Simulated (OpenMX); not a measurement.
**Ge in OpenMX: convergence with criterion**

Input of the first run (criterion 1.0e-3); the others differ in this setting and in those tied to it:

Contents of Ge.dat:

```
System.CurrrentDirectory             ./
System.Name                          Ge
DATA.PATH                            ./DFT_DATA13
level.of.stdout                      1
level.of.fileout                     0
Species.Number                       1
<Definition.of.Atomic.Species
  Ge  Ge7.0-s2p2d1           Ge_PBE13
Definition.of.Atomic.Species>

Atoms.Number                         4
Atoms.SpeciesAndCoordinates.Unit     Ang
<Atoms.SpeciesAndCoordinates
    1  Ge    0.0808771580    2.2984809627    6.1993566556   2.000  2.000
    2  Ge    2.0564780853    0.9996694937    2.8663738188   2.000  2.000
    3  Ge    0.0370316364    2.3609217912    3.7598504007   2.000  2.000
    4  Ge    2.0164622510    1.1845131793    0.4375123606   2.000  2.000
Atoms.SpeciesAndCoordinates>

Atoms.UnitVectors.Unit               Ang
<Atoms.UnitVectors
     3.9975858431    0.0000000000    0.0000000000
    -1.9987929216    3.4620108940    0.0000000000
     0.0000000000    0.0000000000    6.5993779500
Atoms.UnitVectors>

scf.XcType                           GGA-PBE
scf.SpinPolarization                 off
scf.ElectronicTemperature            580.226
scf.energycutoff                     300.0
scf.maxIter                          100
scf.EigenvalueSolver                 band
scf.Kgrid                            7 7 3
scf.Mixing.Type                      rmm-diisk
scf.Init.Mixing.Weight               0.05
scf.Min.Mixing.Weight                0.001
scf.Max.Mixing.Weight                0.3
scf.Mixing.History                   25
scf.Mixing.StartPulay                8
scf.criterion                        1.0e-3
scf.stress.tensor                    on
MD.Type                              nomd
```

Potentials or basis: OpenMX 2013 PBE set, Ge7.0-s2p2d1, grid cutoff 300 Ry.

The run is started by

```sh
$ openmx Ge.dat -nt 1 > Ge.std
```

The cell isn't the ideal one: atoms moved at random, drawn with an rms of 0.1 Å.

This isn't the form of Ge at room conditions, which is diamond.

Hardware: 1 thread of Arm Neoverse V2 (shared host).

| criterion | energy less the tightest run, at zero smearing (meV/atom) | SCF cycles | CPU time (s) | peak memory (GiB) |
| --- | --- | --- | --- | --- |
| 1.0e-3 | 0.02 | 11 | 38 | 0.56 |
| 1.0e-4 | 0.02 | 11 | 39 | 0.55 |
| 1.0e-5 | 0.00 | 13 | 41 | 0.55 |
| 1.0e-6 | 0.00 | 15 | 43 | 0.55 |
| 1.0e-7 | 0.00 | 16 | 49 | 0.55 |
| 1.0e-8 | 0.00 | 17 | 50 | 0.56 |
| 1.0e-9 | 0.00 | 18 | 51 | 0.55 |
| 1.0e-10 | 0.00 | 21 | 55 | 0.55 |

Against the tightest run, the energy stays within 1 meV/atom from 1.0e-3 on. The tightest run that finished is the yardstick and may itself not be fully converged.

Caveat, for the tightest run too: the basis of atomic orbitals isn't converged, which shifts pressures, moduli and gaps.
